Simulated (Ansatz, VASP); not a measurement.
# Al in VASP and in Ansatz

Contents of INCAR:

```
SYSTEM = Al
ALGO = Normal
EDIFF = 1E-6
ENCUT = 520
ISIF = 2
ISMEAR = 0
LASPH = .True.
LCHARG = .True.
LELF = .True.
LREAL = .False.
LVHAR = .True.
LWAVE = .False.
NBANDS = 8
NELM = 80
PREC = Accurate
SIGMA = 0.15
```

Contents of KPOINTS:

```
k-points
0
Gamma
  20 20 20
  0 0 0
```

POSCAR

```
Al
1.0
    0.0000000000      1.9227810000      2.0239800000
    1.9227810000      0.0000000000      2.0239800000
    1.9227810000      1.9227810000      0.0000000000
Al
1
Direct
    0.0000000000      0.0000000000      0.0000000000
```

Input for Ansatz:

```yaml
crystal:
  lattice:
    - [0.0, 1.922781, 2.02398]
    - [1.922781, 0.0, 2.02398]
    - [1.922781, 1.922781, 0.0]
  atoms:
    - { symbol: Al, position: [0.0, 0.0, 0.0] }
basis:
  ecutwfc: 420
kpoints:
  mp_grid: { grid: [20, 20, 20] }
hamiltonian:
  xc: lda
scf:
  occupations: { method: gaussian, width: 0.15 }
output:
  forces: true
  stress: true
  eigenvalues: true
```

Change from the starting cell: strain -0.050 along x and y, +0.000 along z, atoms carried along.

Alike in both runs: task single point; functional LDA; k mesh 20 × 20 × 20; occupations gaussian, width 0.15 eV; no spin polarisation.

|  | VASP | Ansatz |
| --- | --- | --- |
| version | VASP 6.6.1 | Ansatz 0.2.0 |
| potentials or method | VASP PAW LDA potentials, release 64 (Al) | scalar-relativistic, plane waves, PAW |
| plane-wave cutoff (eV) | 520 | 420 |
| valence electrons in the cell | 3 | 3 |

Ansatz gave:

```
gap on the k mesh at the Fermi level (eV)       : none
pressure (GPa)                                  : 5.4
largest component of the traceless stress (GPa) : 2.70
```

Which values does VASP return?

gap on the k mesh at the Fermi level (eV): none; pressure (GPa): 5.5; largest component of the traceless stress (GPa): 2.72.

A gap of «none» marks a metal or a gap that the smearing closes.
